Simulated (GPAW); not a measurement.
Write an ASE script for GPAW 26.7.0 that does the following.

| Property | Result |
| --- | --- |
| Task | equation of state |
| Functional | PBE |
| Potentials or basis | GPAW PAW data sets (gpaw-data 1.2.1) |
| Cutoff | 600 eV |
| Basis | pw |
| k mesh | 4 × 4 × 4 |
| Occupations | fermi-dirac, width 0.05 eV |
| Spin | collinear spin, ferromagnetic start |
| Starting moments | [2.0, 2.0, 2.0, 2.0, 0.0, 0.0, 0.0, 0.0] μB |
| Maxiter | 150 |
| Eos scales | [0.94, 0.96, 0.98, 1.0, 1.02, 1.04, 1.06] |

The structure of CoSi lies in CoSi.xyz:

```xyz
8
Lattice="4.4380000000 0.0000000000 0.0000000000 0.0000000000 4.4380000000 0.0000000000 0.0000000000 0.0000000000 4.4380000000" Properties=species:S:1:pos:R:3 pbc="T T T"
Co     3.8166800000      2.8403200000      1.5976800000
Co     2.8403200000      1.5976800000      3.8166800000
Co     1.5976800000      3.8166800000      2.8403200000
Co     0.6213200000      0.6213200000      0.6213200000
Si     0.6967660000      1.5222340000      2.9157660000
Si     1.5222340000      2.9157660000      0.6967660000
Si     2.9157660000      0.6967660000      1.5222340000
Si     3.7412340000      3.7412340000      3.7412340000
```

These files were run (other wordings do the same):

run.py

```python
from ase.eos import EquationOfState
from ase.io import Trajectory, read
from ase.units import GPa
from gpaw import GPAW, PW

atoms = read('CoSi.xyz')
atoms.set_initial_magnetic_moments([2.0, 2.0, 2.0, 2.0, 0.0, 0.0, 0.0, 0.0])

traj = Trajectory('eos.traj', 'w')
volumes, energies = [], []
for x in [0.94, 0.96, 0.98, 1.0, 1.02, 1.04, 1.06]:
    a = atoms.copy()
    a.set_cell(atoms.cell * x**(1 / 3), scale_atoms=True)
    calc = GPAW(mode=PW(600),
                xc='PBE',
                kpts={'size': (4, 4, 4), 'gamma': True},
                occupations={'name': 'fermi-dirac', 'width': 0.05},
                nbands=51,
                convergence={'density': 1e-05, 'energy': 1e-05},
                maxiter=150,
                txt=f'eos-{x:.2f}.txt')
    a.calc = calc
    energies.append(a.get_potential_energy(force_consistent=True))
    volumes.append(a.get_volume())
    p = -a.get_stress()[:3].mean() / GPa
    calc.write(f'eos-{x:.2f}.gpw')
    traj.write(a)
    print(f'{x:.2f} {volumes[-1]:10.4f} A^3 {energies[-1]:14.6f} eV {p:9.3f} GPa', flush=True)

v0, e0, B = EquationOfState(volumes, energies, eos='birchmurnaghan').fit()
print(f'V0 = {v0:.4f} A^3, E0 = {e0:.6f} eV, B0 = {B / GPa:.2f} GPa')
```

Potentials or basis: GPAW PAW data sets (gpaw-data 1.2.1), pw.

Run with:

```bash
$ OMP_NUM_THREADS=1 python run.py
```

Results of the run:

```yaml
Equilibrium_volume: 11.00 Å³/atom
Bulk_modulus_at_fixed_shape_and_positions: 224 GPa
Pressure_derivative_of_the_bulk_modulus: 4.3
```

Caveat: the cell was scaled at fixed shape and fractional positions, which overstates the stiffness of a crystal with free parameters, most of all of layers and chains.

Wall time 8.4 min on 1 thread of AMD EPYC 9R45 96-Core Processor (Zen 5) (shared host), peak memory 0.56 GiB.
